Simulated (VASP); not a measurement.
# Cu3Au (Auricupride) (Pm-3m) in VASP: a series of runs, part 2 of 2

VASP 6.6.1.

### Step 3. Relaxation of cell and atoms, PBE

This run uses another cell than the first one, of 13.53 Å³/atom, 1.035 times its volume.

INCAR reads:

```
  PREC = Accurate
  ENCUT = 600
  EDIFF = 1E-7
  ISMEAR = 1
  SIGMA = 0.1
  LREAL = F
  LASPH = T
  NELM = 80
  ALGO = Normal
  ISIF = 3
  LWAVE = F
  LCHARG = F
  GGA = PE
  IBRION = 2
  NSW = 90
  EDIFFG = -0.005
```

KPOINTS reads:

```
regular mesh
0
Gamma
  10 10 10
```

POSCAR reads:

```
Cu3Au                                   
1.0
    3.7828665846     -0.0000000000     -0.0000000000
    0.0000000000      3.7828665846      0.0000000000
   -0.0000000000      0.0000000000      3.7828665846
  Cu              Au            
     3     1
Direct
     0.0000000000000000    0.5000000000000000    0.5000000000000000
     0.5000000000000000    0.0000000000000000    0.5000000000000000
     0.5000000000000000    0.5000000000000000    0.0000000000000000
     0.0000000000000000    0.0000000000000000    0.0000000000000000
```

Potentials or basis: VASP PAW PBE potentials, release 64 (Cu, Au).

Started as:

```bash
$ cat potpaw_PBE.64/Cu/POTCAR potpaw_PBE.64/Au/POTCAR > POTCAR
$ mpirun -np 1 vasp_std > vasp.out
```

OUTCAR:

```text
PREC = Accurate
   ENCUT = 600
   EDIFF = 1E-7
   ISMEAR = 1
   LREAL = F
   LASPH = T
   NELM = 80
   ISIF = 3
   GGA = PE
   IBRION = 2
   NSW = 90
   EDIFFG = -0.005

 ion  position               nearest neighbor table
   1  0.000  0.500  0.500-   2 2.67   3 2.67   4 2.67   3 2.67   4 2.67   2 2.67   4 2.67   4 2.67
                             2 2.67   3 2.67   3 2.67   2 2.67
   2  0.500  0.000  0.500-   1 2.67   3 2.67   4 2.67   3 2.67   4 2.67   1 2.67   3 2.67   3 2.67
                             1 2.67   4 2.67   4 2.67   1 2.67
   3  0.500  0.500  0.000-   1 2.67   2 2.67   4 2.67   1 2.67   2 2.67   2 2.67   4 2.67   2 2.67
                             1 2.67   4 2.67   1 2.67   4 2.67
   4  0.000  0.000  0.000-   1 2.67   2 2.67   3 2.67   1 2.67   2 2.67   1 2.67   3 2.67   1 2.67
                             2 2.67   3 2.67   2 2.67   3 2.67

  LATTYP: Found a simple cubic cell.
 ALAT       =     3.7828665846

  Lattice vectors:

 A1 = (   3.7828665846,   0.0000000000,   0.0000000000)
 A2 = (   0.0000000000,   3.7828665846,   0.0000000000)
 A3 = (   0.0000000000,   0.0000000000,   3.7828665846)

Analysis of symmetry for initial positions (statically):
=====================================================================
 Subroutine PRICEL returns:
 Original cell was already a primitive cell.

 Routine SETGRP: Setting up the symmetry group for a
 simple cubic supercell.

 Subroutine GETGRP returns: Found 48 space group operations
 (whereof 48 operations were pure point group operations)
 out of a pool of 48 trial point group operations.

The static configuration has the point symmetry O_h .

Analysis of symmetry for dynamics (positions and initial velocities):
=====================================================================
 Subroutine PRICEL returns:
 Original cell was already a primitive cell.

 Routine SETGRP: Setting up the symmetry group for a
 simple cubic supercell.

 Subroutine GETGRP returns: Found 48 space group operations
 (whereof 48 operations were pure point group operations)
 out of a pool of 48 trial point group operations.

The dynamic configuration has the point symmetry O_h .

 Subroutine INISYM returns: Found 48 space group operations
 (whereof 48 operations are pure point group operations),
 and found     1 'primitive' translations

----------------------------------------------------------------------------------------

                                     Primitive cell

  volume of cell :      54.1331

  direct lattice vectors                    reciprocal lattice vectors
     3.782866585  0.000000000  0.000000000     0.264349793  0.000000000  0.000000000
     0.000000000  3.782866585  0.000000000     0.000000000  0.264349793  0.000000000
     0.000000000  0.000000000  3.782866585     0.000000000  0.000000000  0.264349793

  length of vectors
     3.782866585  3.782866585  3.782866585     0.264349793  0.264349793  0.264349793

  position of ions in fractional coordinates (direct lattice)
     0.000000000  0.500000000  0.500000000
     0.500000000  0.000000000  0.500000000
     0.500000000  0.500000000  0.000000000
     0.000000000  0.000000000  0.000000000

  ion indices of the primitive-cell ions
   primitive index   ion index
                 1           1
                 2           2
                 3           3
                 4           4

[... 30 lines left out ...]
  0.200000  0.000000  0.000000      6.000000
  0.300000  0.000000  0.000000      6.000000
  0.400000  0.000000  0.000000      6.000000
  0.500000  0.000000  0.000000      3.000000
[... 16 lines left out ...]
  0.200000  0.100000  0.100000     24.000000
  0.300000  0.100000  0.100000     24.000000
 [... further k-points ...]
   k-points           NKPTS =     56   k-points in BZ     NKDIM =     56   number of bands    NBANDS=     26
   number of dos      NEDOS =    301   number of ions     NIONS =      4
   total plane-waves  NPLWV =  27000
   dimension x,y,z NGX =    30 NGY =   30 NGZ =   30
   dimension x,y,z NGXF=    60 NGYF=   60 NGZF=   60
   ions per type =               3   1
   NGX,Y,Z   is equivalent  to a cutoff of  13.18, 13.18, 13.18 a.u.
   NGXF,Y,Z  is equivalent  to a cutoff of  26.37, 26.37, 26.37 a.u.
 SYSTEM =  unknown system
   PREC   = accura    normal or accurate (medium, high low for compatibility)
   ISTART =      0    job   : 0-new  1-cont  2-samecut
   ICHARG =      2    charge: 1-file 2-atom 10-const
   ISPIN  =      1    spin polarized calculation?
   LNONCOLLINEAR =      F non collinear calculations
   LSORBIT =      F    spin-orbit coupling
   LASPH  =      T    aspherical Exc in radial PAW
   ENCUT  =  600.0 eV  44.10 Ry    6.64 a.u.   7.56  7.56  7.56*2*pi/ulx,y,z
   NELM   =     80;   NELMIN=  2; NELMDL= -5     # of ELM steps
   EDIFF  = 0.1E-06   stopping-criterion for ELM
   LREAL  =      F    real-space projection
   EDIFFG = -.5E-02   stopping-criterion for IOM
   NSW    =     90    number of steps for IOM
   IBRION =      2    ionic relax: 0-MD 1-quasi-New 2-CG
   NFREE  =      1    steps in history (QN), initial steepest desc. (CG)
   ISIF   =      3    stress and relaxation
   ISYM   =      2    0-nonsym 1-usesym 2-fastsym
   POTIM  = 0.5000    time-step for ionic-motion
   TEBEG  =    0.0;   TEEND  =   0.0 temperature during run
   PSTRESS=    0.0 pullay stress
   NELECT =      44.0000    total number of electrons
   NUPDOWN=      -1.0000    fix difference up-down
   EMIN   =  10.00;   EMAX   =-10.00  energy-range for DOS
   EFERMI =   0.00;   METHOD = LEGACY
   ISMEAR =     1;   SIGMA  =   0.10  broadening in eV -4-tet -1-fermi 0-gaus
   EFERMI_NEDOS =   21; number of points for ismear=-14 and -15
   IALGO  =     38    algorithm
   IMIX   =      4    mixing-type and parameters
     AMIX     =   0.40;   BMIX     =  1.00
     AMIX_MAG =   1.60;   BMIX_MAG =  1.00
  volume/ion in A,a.u.               =      13.53        91.33
  Fermi-wavevector in a.u.,A,eV,Ry     =   1.527817  2.887156 31.759060  2.334225
  Thomas-Fermi vector in A             =   2.635661
   LORBIT       =      0    0 simple, 1 ext, 2 COOP (PROOUT), +10 PAW based schemes
   GGA     = PE    functional components
   LHFCALC =     F    Hartree Fock is set to
   AEXX    =    0.0000 exact exchange contribution
   IVDW    =     0    specifies the selected vdW correction
   LEPSILON=     F    determine dielectric tensor
   LRPA    =     F    only Hartree local field effects (RPA)
 conjugate gradient relaxation of ions
 non-spin polarized calculation
 Methfessel and Paxton  Order N= 1 SIGMA  =   0.10
  energy-cutoff  :      600.00
  volume of cell :       54.13
 maximum number of plane-waves:      1856
   NGX = 15   NGY = 15   NGZ = 15

 number of electron      44.0000001 magnetization

 Free energy of the ion-electron system (eV)
  ---------------------------------------------------
  ext. energy  EPLUGINS =         0.00000000
  ---------------------------------------------------
  free energy    TOTEN  =       -14.58187477 eV

  energy without entropy =      -14.57861432  energy(sigma->0) =      -14.58078795

 E-fermi :   7.8683     XC(G=0): -12.5378

 val. band max:        7.8645258007   @ k =   0.2000   0.1000   0.1000
 cond. band min:       7.8755583213   @ k =   0.4000   0.4000   0.4000
 fundamental gap:      0.0110325206
 Fermi energy:         7.8683299817

 k-point     1 :       0.0000    0.0000    0.0000
  band No.  band energies     occupation
      1      -1.5087      2.00000
      2       1.7032      2.00000
      3       1.7032      2.00000
      4       2.4934      2.00000
      5       2.4934      2.00000
      6       2.4934      2.00000
[... 685 lines left out ...]
     25      15.0101      0.00000
     26      15.1053      0.00000

 [... further k-points ...]

------------------------ aborting loop because EDIFF is reached ----------------------------------------

  FORCE on cell =-STRESS in cart. coord.  units (eV):
  Direction    XX          YY          ZZ          XY          YZ          ZX
  --------------------------------------------------------------------------------------
  -------------------------------------------------------------------------------------
  Total        0.0060729      0.0060729      0.0060729     -0.0000000      0.0000000     -0.0000000
  in kB        0.1797405      0.1797405      0.1797405     -0.0000000      0.0000000     -0.0000000
  external PRESSURE =       0.1797405 kB  Pullay stress =       0.0000000 kB

 VOLUME and BASIS-vectors are now :
 -----------------------------------------------------------------------------
  energy-cutoff  :      600.00
  volume of cell :       54.13
      direct lattice vectors                 reciprocal lattice vectors
     3.782866585  0.000000000  0.000000000     0.264349793  0.000000000  0.000000000
     0.000000000  3.782866585  0.000000000     0.000000000  0.264349793  0.000000000
     0.000000000  0.000000000  3.782866585     0.000000000  0.000000000  0.264349793

 POSITION                                       TOTAL-FORCE (eV/Angst)
 -----------------------------------------------------------------------------------
      0.00000      1.89143      1.89143         0.000000      0.000000      0.000000
      1.89143      0.00000      1.89143         0.000000      0.000000      0.000000
      1.89143      1.89143      0.00000         0.000000      0.000000      0.000000
      0.00000      0.00000      0.00000         0.000000      0.000000      0.000000
 -----------------------------------------------------------------------------------
    total drift:                                0.000000      0.000000     -0.000000

  FREE ENERGIE OF THE ION-ELECTRON SYSTEM (eV)
  ---------------------------------------------------
  free  energy   TOTEN  =       -14.5818747711 eV

  energy  without entropy=      -14.5786143156  energy(sigma->0) =      -14.58078795

 reached required accuracy - stopping structural energy minimisation
```

Wall time 76 s (1 thread of Intel Xeon Platinum 8488C (Sapphire Rapids), shared host); peak memory 0.23 GiB.

Results:

* Free energy: -14.5819 eV
* Pressure after relaxing: 0.0 GPa
* Band gap on the k mesh: none (metal or under the smearing width)

Final structure:
```cif
data_structure
_symmetry_space_group_name_H-M 'P 1'
_symmetry_Int_Tables_number 1
_cell_length_a 3.7829
_cell_length_b 3.7829
_cell_length_c 3.7829
_cell_angle_alpha 90.000
_cell_angle_beta 90.000
_cell_angle_gamma 90.000
_cell_volume 54.13
loop_
_atom_site_label
_atom_site_type_symbol
_atom_site_fract_x
_atom_site_fract_y
_atom_site_fract_z
_atom_site_occupancy
Cu1 Cu 0.00000 0.50000 0.50000 1
Cu2 Cu 0.50000 0.00000 0.50000 1
Cu3 Cu 0.50000 0.50000 0.00000 1
Au1 Au 0.00000 0.00000 0.00000 1
```

Caveat: the relaxation stopped at its first step, so nothing moved. The run has no spin-orbit coupling, so splittings on Au are missing.

### Step 4. Relaxation of cell and atoms, PBE

INCAR reads:

```
  PREC = Accurate
  ENCUT = 300
  EDIFF = 1E-6
  ISMEAR = 1
  SIGMA = 0.1
  LREAL = False
  LASPH = True
  NELM = 80
  ALGO = Normal
  ISIF = 3
  LWAVE = False
  LCHARG = False
  GGA = PE
  IBRION = 2
  NSW = 90
  EDIFFG = -0.01
```

KPOINTS reads:

```
Automatic mesh
0
Gamma
  5 5 5
```

POSCAR reads:

```
Cu3Au
1.0
    3.7400000000      0.0000000000      0.0000000000
    0.0000000000      3.7400000000      0.0000000000
    0.0000000000      0.0000000000      3.7400000000
Cu Au
3 1
Direct
    0.0000000000      0.5000000000      0.5000000000
    0.5000000000      0.0000000000      0.5000000000
    0.5000000000      0.5000000000      0.0000000000
    0.0000000000      0.0000000000      0.0000000000
```

Started as:

```bash
$ cat potpaw_PBE.64/Cu/POTCAR potpaw_PBE.64/Au/POTCAR > POTCAR
$ mpirun -np 1 vasp_std > vasp.out
```

Wall time 14 s (1 thread of Intel Xeon 6975P-C (Granite Rapids), shared host); peak memory 0.14 GiB.

The run converged, but some of its settings lie outside the range that counts as converged, so its numbers aren't taken as properties of the crystal.

What came out:

- Free energy: -14.4482 eV
- Relaxed volume: 13.30 Å³/atom
- Relaxed cell: a = 3.761 Å, b = 3.761 Å, c = 3.761 Å, α = 90.00°, β = 90.00°, γ = 90.00°
- Space group after relaxing (to 0.05 Å): Pm-3m (No. 221)
- Energy gained by relaxing: 2.0 meV/atom
- Ionic steps: 3
- Band gap on the k mesh: none (metal or under the smearing width)

Caveat: the cutoff is under 1.25 times the usual one of these potentials, so pressure, stress and relaxed cells hold a basis-set (Pulay) error.
